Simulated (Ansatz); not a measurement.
# PbSe: band gap under strain

Aim: follow the gap of PbSe in the rocksalt structure through these states: +2.0 % biaxial strain in the (111) plane, free along [111]; +3.0 % biaxial strain in the (111) plane, free along [111]; +4.0 % biaxial strain in the (111) plane, free along [111]. The table at the end shows which levels were run.

Code: Ansatz 0.2.0. PAW datasets, plane waves. Computed at 0 K without zero-point motion; spin polarisation is off.

## 1. The system as given

The unstrained cell was relaxed with r2SCAN; in each strained cell the atoms were relaxed again with r2SCAN. Names of k-points are those of the unstrained zone, where strain can split equivalent points. First state: +2.0 % biaxial strain in the (111) plane, free along [111].

Space group R-3m (No. 166), trigonal; conventional cell a = 4.455 Å, c = 10.475 Å, 30.01 Å³ an atom. Near Pb stand 6 Se at 3.11 Å; near Se stand 6 Pb at 3.11 Å.

The structure in full:

```cif
data_structure
_symmetry_space_group_name_H-M 'P 1'
_symmetry_Int_Tables_number 1
_cell_length_a 4.3368
_cell_length_b 4.3368
_cell_length_c 4.3368
_cell_angle_alpha 61.819
_cell_angle_beta 61.819
_cell_angle_gamma 61.819
_cell_volume 60.02
loop_
_atom_site_label
_atom_site_type_symbol
_atom_site_fract_x
_atom_site_fract_y
_atom_site_fract_z
_atom_site_occupancy
Pb1 Pb 0.00000 0.00000 0.00000 1
Se1 Se 0.50000 0.50000 0.50000 1
```

From earlier runs on the unstrained cell: PBE 0.37 eV, r2SCAN 0.67 eV, HSE06 0.79 eV, r2SCAN+SOC 0.11 eV; a = 6.177 Å.

## 2. +2.0 % biaxial strain in the (111) plane, free along [111]: PBE

File input.yaml:

```yaml
crystal:
  lattice:
    - [-0.0844822184, 3.0659940456, 3.0659940456]
    - [3.0659940456, -0.0844822184, 3.0659940456]
    - [3.0659940456, 3.0659940456, -0.0844822184]
  atoms:
    - { symbol: Pb, position: [0.0, 0.0, 0.0] }
    - { symbol: Se, position: [0.5, 0.5, 0.5] }
kpoints:
  mp_grid: { grid: [8, 8, 8] }
  band_path:
    path:
      - [0.0, 0.0, 0.0]
      - [0.5, 0.0, 0.5]
      - [0.625, 0.25, 0.625]
      - [0.375, 0.375, 0.75]
      - [0.5, 0.5, 0.5]
      - [0.5, 0.25, 0.75]
      - [0.0, 0.0, 0.5]
    npoints: 1
hamiltonian:
  xc: pbe
scf:
  occupations: { method: fermi_dirac, width: 0.02 }
  n_extra_bands: 4
output:
  forces: true
  stress: true
  eigenvalues: true
```

The run is started by

```
$ ansatz run input.yaml --threads 2 --pin off --max-ram 20275MiB --backend cpu --events-out ev --progress --plain --runs-dir out
```

After this run come: +2.0 % biaxial strain in the (111) plane, free along [111]: r2SCAN; +2.0 % biaxial strain in the (111) plane, free along [111]: HSE06; +2.0 % biaxial strain in the (111) plane, free along [111]: r2SCAN+SOC; +3.0 % biaxial strain in the (111) plane, free along [111]: PBE; +3.0 % biaxial strain in the (111) plane, free along [111]: r2SCAN; +3.0 % biaxial strain in the (111) plane, free along [111]: HSE06; +3.0 % biaxial strain in the (111) plane, free along [111]: r2SCAN+SOC; +4.0 % biaxial strain in the (111) plane, free along [111]: PBE; +4.0 % biaxial strain in the (111) plane, free along [111]: r2SCAN; +4.0 % biaxial strain in the (111) plane, free along [111]: HSE06; +4.0 % biaxial strain in the (111) plane, free along [111]: r2SCAN+SOC.

**Question.** What will these runs give?

As calculated:

Least gap in eV (negative: overlap), with the change from the unstrained cell in brackets:

```
                                                     state  volume change (%)           PBE        r2SCAN         HSE06
+2.0 % biaxial strain in the (111) plane, free along [111]               +1.9  0.20 (-0.17)  0.47 (-0.20)  0.60 (-0.19)
+3.0 % biaxial strain in the (111) plane, free along [111]               +2.7  0.12 (-0.25)  0.38 (-0.29)  0.51 (-0.28)
+4.0 % biaxial strain in the (111) plane, free along [111]               +3.6  0.04 (-0.33)  0.29 (-0.38)  0.43 (-0.36)
```

**Reading.** With HSE06, of the states in the table +4.0 % biaxial strain in the (111) plane, free along [111] shifts the gap most, by -0.364 eV. PBE and HSE06 differ by 0.42 eV on the unstrained gap, and by at most 0.03 eV on its change: PBE follows the response to strain far better than the gap itself. Spin-orbit coupling is left out of the table, though the cell holds Pb (Z = 82); in an element this heavy it can shift bands and gaps by tenths of an eV.
